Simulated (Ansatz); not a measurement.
Reactions of `CCCC#N`.

Calculated with Ansatz (gas phase, PBE0-D4/def2-TZVP geometries, no zero-point term in ΔE). CBS: MP2 limit from def2 TZ/QZ plus the TZ coupled-cluster correction, frozen cores. This one scheme is used for every species. Each species was taken in one conformer, which may not be the lowest.

(1) Order these by ΔE at CCSD(T)/CBS, lowest first. (An estimate is asked.)
A. `CCCC#N` + H₂ → acetonitrile + ethane
B. `CCCC#N` + H₂ → `C#N` + propane
C. `CCCC#N` + `CN([SiH3])[SiH3]` → `C[SiH2]N(C)[SiH3]` + `CCC#N`
D. `CCCC#N` + `S=CS` → `CCSC=S` + acetonitrile
E. `CCCC#N` + CH₄ → `CCCC` + `C#N`
F. `CCCC#N` + `CCC(C)C` → `CCCC(C)(C)CC` + `C#N`
G. `CCCC#N` + ethane → `CCCCC#N` + CH₄

Largest T1 diagnostic: 0.018, for `S=CS`.

## Answers

(1) A (-14.0 kcal/mol), C (-10.7 kcal/mol), B (-5.8 kcal/mol), G (-2.5 kcal/mol), D (-0.5 kcal/mol), F (+6.9 kcal/mol), E (+10.2 kcal/mol).
